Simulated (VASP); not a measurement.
# ZnS (F-43m) in VASP: Born charges and dielectric tensor with LDA

Aim: the Born charges and dielectric tensor of ZnS with LDA.

Everything below comes from runs of VASP 6.6.1. Logs are shortened: lines on timing, memory, paths and dates and some standing lists are left out, and cuts for length are marked.

### 1 Starting point

The structure is cubic, space group F-43m (No. 216). The conventional cell has a = 5.302 Å, b = 5.302 Å, c = 5.302 Å, α = 90.00°, β = 90.00°, γ = 90.00°. Zn (site symmetry -43m) has 4 S at 2.30 Å as nearest neighbours. S (site symmetry -43m) has 4 Zn at 2.30 Å as nearest neighbours.

The cell is a database's computed one.

### 2 Born charges and dielectric tensor, LDA

INCAR

```
SYSTEM = ZnS
ALGO = Normal
EDIFF = 1E-8
ENCUT = 600
GGA = CA
IBRION = 8
ISIF = 2
ISMEAR = 0
LASPH = .True.
LCHARG = .False.
LEPSILON = .True.
LREAL = .False.
LWAVE = .False.
NELM = 80
NSW = 1
PREC = Accurate
SIGMA = 0.02
```

KPOINTS

```
k-points
0
Gamma
  4 4 4
  0 0 0
```

POSCAR

```
ZnS
1.0
    0.0000000000      2.6509500000      2.6509500000
    2.6509500000      0.0000000000      2.6509500000
    2.6509500000      2.6509500000      0.0000000000
Zn S
1 1
Direct
    0.0000000000      0.0000000000      0.0000000000
    0.7500000000      0.7500000000      0.7500000000
```

Potentials or basis: VASP PAW LDA potentials, release 64 (Zn, S).

Started as:

```
$ cat potpaw_LDA.64/Zn/POTCAR potpaw_LDA.64/S/POTCAR > POTCAR
$ mpirun -np 1 vasp_std > vasp.out
```

OUTCAR:

```text
SYSTEM = ZnS
   EDIFF = 1E-8
   ENCUT = 600
   GGA = CA
   IBRION = 8
   ISIF = 2
   ISMEAR = 0
   LASPH = .True.
   LEPSILON = .True.
   LREAL = .False.
   NELM = 80
   NSW = 1
   PREC = Accurate

 ion  position               nearest neighbor table
   1  0.000  0.000  0.000-   2 2.30   2 2.30   2 2.30   2 2.30
   2  0.750  0.750  0.750-   1 2.30   1 2.30   1 2.30   1 2.30

  LATTYP: Found a face centered cubic cell.
 ALAT       =     5.3019000000

  Lattice vectors:

 A1 = (   0.0000000000,   2.6509500000,   2.6509500000)
 A2 = (   2.6509500000,   0.0000000000,   2.6509500000)
 A3 = (   2.6509500000,   2.6509500000,   0.0000000000)

Analysis of symmetry for initial positions (statically):
=====================================================================
 Subroutine PRICEL returns:
 Original cell was already a primitive cell.

 Routine SETGRP: Setting up the symmetry group for a
 face centered cubic supercell.

 Subroutine GETGRP returns: Found 24 space group operations
 (whereof 24 operations were pure point group operations)
 out of a pool of 48 trial point group operations.

The static configuration has the point symmetry T_d .

Analysis of symmetry for dynamics (positions and initial velocities):
=====================================================================
 Subroutine PRICEL returns:
 Original cell was already a primitive cell.

 Routine SETGRP: Setting up the symmetry group for a
 face centered cubic supercell.

 Subroutine GETGRP returns: Found 24 space group operations
 (whereof 24 operations were pure point group operations)
 out of a pool of 48 trial point group operations.

The dynamic configuration has the point symmetry T_d .

 Subroutine INISYM returns: Found 24 space group operations
 (whereof 24 operations are pure point group operations),
 and found     1 'primitive' translations

----------------------------------------------------------------------------------------

                                     Primitive cell

  volume of cell :      37.2593

  direct lattice vectors                    reciprocal lattice vectors
     0.000000000  2.650950000  2.650950000    -0.188611630  0.188611630  0.188611630
     2.650950000  0.000000000  2.650950000     0.188611630 -0.188611630  0.188611630
     2.650950000  2.650950000  0.000000000     0.188611630  0.188611630 -0.188611630

  length of vectors
     3.749009443  3.749009443  3.749009443     0.326684926  0.326684926  0.326684926

  position of ions in fractional coordinates (direct lattice)
     0.000000000  0.000000000  0.000000000
     0.750000000  0.750000000  0.750000000

  ion indices of the primitive-cell ions
   primitive index   ion index
                 1           1
                 2           2

----------------------------------------------------------------------------------------

 KPOINTS: k-points

Automatic generation of k-mesh.
 Grid dimensions read from file:
 generate k-points for:    4    4    4

 Generating k-lattice:
[... 259 lines left out ...]

 Free energy of the ion-electron system (eV)
  ---------------------------------------------------
  ---------------------------------------------------
  free energy    TOTEN  =        -0.80435956 eV

  energy without entropy =       -0.80435956

------------------------ aborting loop because EDIFF is reached ----------------------------------------

--------------------------------------- Ionic step        2  -------------------------------------------

------------------------ aborting loop because EDIFF is reached ----------------------------------------

--------------------------------------- Ionic step        3  -------------------------------------------

------------------------ aborting loop because EDIFF is reached ----------------------------------------

 PIEZOELECTRIC TENSOR FIELD DIRECTION 3  (e Angst)
 -----------------------------------------------------------------------------
    -0.00074  1.77270  0.00000           (  0.00000 -0.04025  0.00000)
     1.77270 -0.00074  0.00000           ( -0.04025  0.00000  0.00000)
     0.00000  0.00000  0.00096           (  0.00000  0.00000 -0.00000)

 PIEZOELECTRIC TENSOR FIELD DIRECTION 3  (C/m^2)
 -----------------------------------------------------------------------------
    -0.00032  0.76228  0.00000
     0.76228 -0.00032  0.00000
     0.00000  0.00000  0.00041

--------------------------------------- Ionic step        4  -------------------------------------------

------------------------ aborting loop because EDIFF is reached ----------------------------------------

[... ionic steps 5 to 6 ...]

--------------------------------------- Ionic step        7  -------------------------------------------

 Free energy of the ion-electron system (eV)
  ---------------------------------------------------
  ---------------------------------------------------
  free energy    TOTEN  =        -0.10412626 eV

  energy without entropy =       -0.10412626

------------------------ aborting loop because EDIFF is reached ----------------------------------------

 INTERNAL STRAIN TENSOR  FOR ION    2  DIRECTION 1   (eV/Angst):
 -----------------------------------------------------------------------------
    -0.04908  0.00000  0.00000
    -0.00000  0.03356  6.48902
     0.00000  6.48902  0.03356

 MACROSCOPIC STATIC DIELECTRIC TENSOR (including local field effects in DFT)
 ------------------------------------------------------
           8.459153     0.000000     0.000000
          -0.000000     8.459153    -0.000000
           0.000000    -0.000000     8.459153
 ------------------------------------------------------

 PIEZOELECTRIC TENSOR (including local field effects)  for field in x, y, z        (e  Angst)
          XX          YY          ZZ          XY          YZ          ZX
  --------------------------------------------------------------------------------
  x     0.00000    -0.00000     0.00000     0.00000     1.81943     0.00000
  y    -0.00000     0.00000     0.00000     0.00000     0.00000     1.81943
  z    -0.00000     0.00000     0.00000     1.81943     0.00000     0.00000

 PIEZOELECTRIC TENSOR (including local field effects)  for field in x, y, z        (C/m^2)
          XX          YY          ZZ          XY          YZ          ZX
  --------------------------------------------------------------------------------
  x     0.00000    -0.00000     0.00000     0.00000     0.78237     0.00000
  y    -0.00000     0.00000     0.00000     0.00000     0.00000     0.78237
  z    -0.00000     0.00000     0.00000     0.78237     0.00000     0.00000

 BORN EFFECTIVE CHARGES (including local field effects) (in |e|, cummulative output)
 ---------------------------------------------------------------------------------
 ion    1
    1     2.33883     0.00000     0.00000
    2     0.00000     2.33883     0.00000
    3     0.00000     0.00000     2.33883
 ion    2
    1    -2.33883    -0.00000    -0.00000
    2    -0.00000    -2.33883    -0.00000
    3    -0.00000    -0.00000    -2.33883

 INTERNAL STRAIN TENSOR FOR ION    2 for displacements in x,y,z  (eV/Angst):
          X           Y           Z          XY          YZ          ZX
  --------------------------------------------------------------------------------
  x     0.00000     0.00000     0.00000     0.00000     6.48902    -0.00000
  y     0.00000     0.00000     0.00000     0.00000     0.00000     6.48902
  z     0.00000     0.00000     0.00000     6.48902    -0.00000     0.00000

 SECOND DERIVATIVES (NOT SYMMETRIZED)
 ------------------------------------
               1X          1Y          1Z          2X          2Y          2Z
  1X    -6.632357    0.000000    0.000000    6.632357    0.000000    0.000000
  1Y     0.000000   -6.632357    0.000000    0.000000    6.632357    0.000000
  1Z     0.000000    0.000000   -6.632357    0.000000    0.000000    6.632357
  2X     6.692527    0.000000    0.000000   -6.692527    0.000000    0.000000
  2Y     0.000000    6.692527    0.000000    0.000000   -6.692527    0.000000
  2Z     0.000000    0.000000    6.692527    0.000000    0.000000   -6.692527

 Eigenvectors and eigenvalues of the dynamical matrix
 ----------------------------------------------------

   1 f  =    8.706221 THz    54.702800 2PiTHz  290.408272 cm-1    36.006021 meV
             X         Y         Z           dx          dy          dz
      0.000000  0.000000  0.000000     0.000000    0.571875    0.000000
      3.976425  3.976425  3.976425     0.000000   -0.820341    0.000000
[... 21 lines left out ...]
   6 f/i=    0.018443 THz     0.115884 2PiTHz    0.615207 cm-1     0.076276 meV
             X         Y         Z           dx          dy          dz
      0.000000  0.000000  0.000000     0.000000    0.000000    0.820341
      3.976425  3.976425  3.976425     0.000000    0.000000    0.571875

--------------------------------------------------------------------------------------------------------

 MACROSCOPIC STATIC DIELECTRIC TENSOR IONIC CONTRIBUTION
 ------------------------------------------------------
           3.987412     0.000000    -0.000000
           0.000000     3.987412    -0.000000
          -0.000000    -0.000000     3.987412
 ------------------------------------------------------

 ELASTIC MODULI CONTR FROM IONIC RELAXATION (kBar)
 Direction    XX          YY          ZZ          XY          YZ          ZX
 --------------------------------------------------------------------------------
 XX           0.0000      0.0000      0.0000      0.0000      0.0000      0.0000
 YY           0.0000      0.0000      0.0000      0.0000      0.0000      0.0000
 ZZ           0.0000      0.0000      0.0000      0.0000      0.0000      0.0000
 XY           0.0000      0.0000      0.0000   -271.4371      0.0000      0.0000
 YZ           0.0000      0.0000      0.0000      0.0000   -271.4371     -0.0000
 ZX           0.0000      0.0000      0.0000      0.0000     -0.0000   -271.4371
 --------------------------------------------------------------------------------

 PIEZOELECTRIC TENSOR IONIC CONTR  for field in x, y, z        (C/m^2)
          XX          YY          ZZ          XY          YZ          ZX
  --------------------------------------------------------------------------------
  x     0.00000     0.00000     0.00000     0.00000    -0.97893    -0.00000
  y     0.00000     0.00000     0.00000     0.00000    -0.00000    -0.97893
  z     0.00000     0.00000     0.00000    -0.97893     0.00000     0.00000
```

Run time: 54 s. Hardware: 1 thread of AMD EPYC 9R45 (Zen 5), shared host; peak memory 0.15 GiB.

What came out:

| Quantity | Value |
| --- | --- |
| Band gap on the k mesh | 2.13 eV, direct |
| Electronic dielectric tensor (diagonal) | 8.46 |
| Born charges (mean of the diagonal) | Zn +2.34; S -2.34 e |
| Highest phonon frequency at Γ, LO-TO splitting left out | 290 cm⁻¹ |

Phonon frequencies in cm⁻¹ (negative: imaginary):
```
              q point           frequencies
(0.000, 0.000, 0.000)  -1 -1 -1 290 290 290
```

Electronic dielectric tensor:
```
8.46 0.00 0.00
0.00 8.46 0.00
0.00 0.00 8.46
```

Born effective charge tensors (e):
atom 1, Zn
```
2.34 0.00 0.00
0.00 2.34 0.00
0.00 0.00 2.34
```
atom 2, S
```
-2.34  0.00  0.00
 0.00 -2.34  0.00
 0.00  0.00 -2.34
```

Caveat: the k mesh is coarse (spacing up to 0.51 Å⁻¹), so the values aren't converged. Expect the measured gap to be larger: semilocal functionals such as LDA lack the derivative discontinuity.
